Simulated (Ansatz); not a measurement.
# Os: energies, forces and stress near the listed structure

How do energy, forces, pressure and gap of Os change under further strains and shifts, swapped elements, distortions that keep the symmetry, other functionals? Each case is one self-consistent run.

Method: DFT PBEsol, scalar-relativistic, plane waves, PAW, unless a step's input says otherwise, in Ansatz 0.2.0.

1 further run of the same task is left out (set aside as unsound or not needed).

## Step 1: The starting structure

It takes space group Fm-3m (No. 225, cubic). The conventional cell has a = 3.890 Å, b = 3.890 Å, c = 3.890 Å, α = 90.00°, β = 90.00°, γ = 90.00°. Around Os (site symmetry m-3m) lie 12 Os at 2.75 Å.

Coordinates:

```
CELL_PARAMETERS angstrom
0.00000 1.94500 1.94500
1.94500 0.00000 1.94500
1.94500 1.94500 0.00000
ATOMIC_POSITIONS crystal
Os 0.00000 0.00000 0.00000
```

The structure comes from the Crystallography Open Database.

## Step 2: Another functional, on a distorted cell: LDA

The change: strain xx, yy, zz, yz, xz, xy = -3.4, -3.4, -3.4, +0.0, +0.0, +0.0 %.

The input, input.yaml:

```yaml
crystal:
  lattice:
    - [0.0, 1.8796091, 1.8796091]
    - [1.8796091, 0.0, 1.8796091]
    - [1.8796091, 1.8796091, 0.0]
  atoms:
    - { symbol: Os, position: [0.0, 0.0, 0.0] }
basis:
  ecutwfc: 420
kpoints:
  mp_grid: { grid: [18, 18, 18] }
hamiltonian:
  xc: lda
scf:
  occupations: { method: gaussian, width: 0.1 }
output:
  forces: true
  stress: true
  eigenvalues: true
```

The run is started by

```
ansatz run input.yaml --threads 1 --pin off --max-ram 1331MiB --backend cpu --events-out ev --progress --plain --runs-dir out
```

## Step 3: One element swapped, cell strained: Os → Ta, first probe

The input, input.yaml:

```yaml
crystal:
  lattice:
    - [0.0, 2.2611224708, 2.2611224708]
    - [2.2611224708, 0.0, 2.2611224708]
    - [2.2611224708, 2.2611224708, 0.0]
  atoms:
    - { symbol: Ta, position: [0.0, 0.0, 0.0] }
basis:
  ecutwfc: 420
kpoints:
  mp_grid: { grid: [8, 8, 8] }
hamiltonian:
  xc: pbesol
scf:
  occupations: { method: gaussian, width: 0.1 }
output:
  forces: true
  stress: true
  eigenvalues: true
```

## Step 4: One element swapped, cell strained: Os → Ta

Edit input.yaml of step 3 so:

```diff
@@ -10,3 +10,3 @@
 kpoints:
-  mp_grid: { grid: [8, 8, 8] }
+  mp_grid: { grid: [16, 16, 16] }
 hamiltonian:
```

## Step 5: A change within a subgroup

The input, input.yaml:

```yaml
crystal:
  lattice:
    - [0.1556, 2.1116476, 2.1116476]
    - [2.1116476, 0.1556, 2.1116476]
    - [2.1116476, 2.1116476, 0.1556]
  atoms:
    - { symbol: Os, position: [0.0, 0.0, 0.0] }
basis:
  ecutwfc: 420
kpoints:
  mp_grid: { grid: [15, 15, 15] }
hamiltonian:
  xc: pbesol
scf:
  occupations: { method: gaussian, width: 0.1 }
output:
  forces: true
  stress: true
  eigenvalues: true
```

## Step 6: A distortion that keeps the symmetry

The input, input.yaml:

```yaml
crystal:
  lattice:
    - [0.0, 1.87636095, 1.87636095]
    - [1.87636095, 0.0, 1.87636095]
    - [1.87636095, 1.87636095, 0.0]
  atoms:
    - { symbol: Os, position: [0.0, 0.0, 0.0] }
basis:
  ecutwfc: 420
kpoints:
  mp_grid: { grid: [18, 18, 18] }
hamiltonian:
  xc: pbesol
scf:
  occupations: { method: gaussian, width: 0.1 }
output:
  forces: true
  stress: true
  eigenvalues: true
```

## Step 7: A distortion of lower symmetry

The input, input.yaml:

```yaml
crystal:
  lattice:
    - [0.02409855, 1.93965125, 1.9075004]
    - [1.93965125, 0.02409855, 1.9075004]
    - [1.9933527, 1.9933527, -0.0296029]
  atoms:
    - { symbol: Os, position: [0.0, 0.0, 0.0] }
basis:
  ecutwfc: 420
kpoints:
  mp_grid: { grid: [16, 16, 16] }
hamiltonian:
  xc: pbesol
scf:
  occupations: { method: gaussian, width: 0.1 }
output:
  forces: true
  stress: true
  eigenvalues: true
```

## Step 8: A change within a subgroup

The input, input.yaml:

```yaml
crystal:
  lattice:
    - [0.1556, 2.0225277, 2.0225277]
    - [2.0225277, 0.1556, 2.0225277]
    - [2.0225277, 2.0225277, 0.1556]
  atoms:
    - { symbol: Os, position: [0.0, 0.0, 0.0] }
basis:
  ecutwfc: 420
kpoints:
  mp_grid: { grid: [18, 18, 18] }
hamiltonian:
  xc: pbesol
scf:
  occupations: { method: gaussian, width: 0.1 }
output:
  forces: true
  stress: true
  eigenvalues: true
```

## Step 9: A change within the space group

Edit input.yaml of step 8 so:

```diff
@@ -2,5 +2,5 @@
   lattice:
-    - [0.1556, 2.0225277, 2.0225277]
-    - [2.0225277, 0.1556, 2.0225277]
-    - [2.0225277, 2.0225277, 0.1556]
+    - [0.0, 2.0181709, 2.0181709]
+    - [2.0181709, 0.0, 2.0181709]
+    - [2.0181709, 2.0181709, 0.0]
   atoms:
```

## Step 10: A distortion of lower symmetry

The input, input.yaml:

```yaml
crystal:
  lattice:
    - [0.0, 1.98131315, 1.92296315]
    - [1.92296315, 0.0, 1.92296315]
    - [1.92296315, 1.98131315, 0.0]
  atoms:
    - { symbol: Os, position: [0.0, 0.0, 0.0] }
basis:
  ecutwfc: 420
kpoints:
  mp_grid: { grid: [16, 16, 16] }
hamiltonian:
  xc: pbesol
scf:
  occupations: { method: gaussian, width: 0.1 }
output:
  forces: true
  stress: true
  eigenvalues: true
  populations: true
```

**Question.** What will these runs give? Wanted: for each run, case; energy; pressure; largest force.

The runs gave:

| step | case | energy (meV/atom) | pressure (GPa) | largest force (eV/Å) | gap on the mesh (eV) |
| --- | --- | --- | --- | --- | --- |
| 2 | another functional, on a distorted cell: LDA | n/a | 16.3 | 0.00 | 0.00 |
| 4 | one element swapped, cell strained: Os → Ta | n/a | -30.7 | 0.00 | 0.00 |
| 5 | a change within a subgroup | +0.0 | -45.3 | 0.00 | 0.00 |
| 6 | a distortion that keeps the symmetry | -616.7* | 25.8 | 0.00 | 0.00 |
| 7 | a distortion of lower symmetry | -593.8* | -18.5 | 0.00 | 0.00 |
| 8 | a change within a subgroup | -388.3* | -11.2 | 0.00 | 0.00 |
| 9 | a change within the space group | -240.1* | -47.0 | 0.00 | 0.00 |
| 10 | a distortion of lower symmetry | -617.2* | -18.6 | 0.00 | 0.00 |

Energies are counted from step 5, with the smearing taken to zero; a star marks another k mesh, which can shift energies by itself, so starred rows don't rank against the others. Other atoms or functionals have another zero of energy (n/a). A gap of 0.00 means none on the mesh at this level.

In words: The distorted cells of the listed formula and level show no gap on the mesh. The runs treat Os, Ta without spin-orbit coupling.
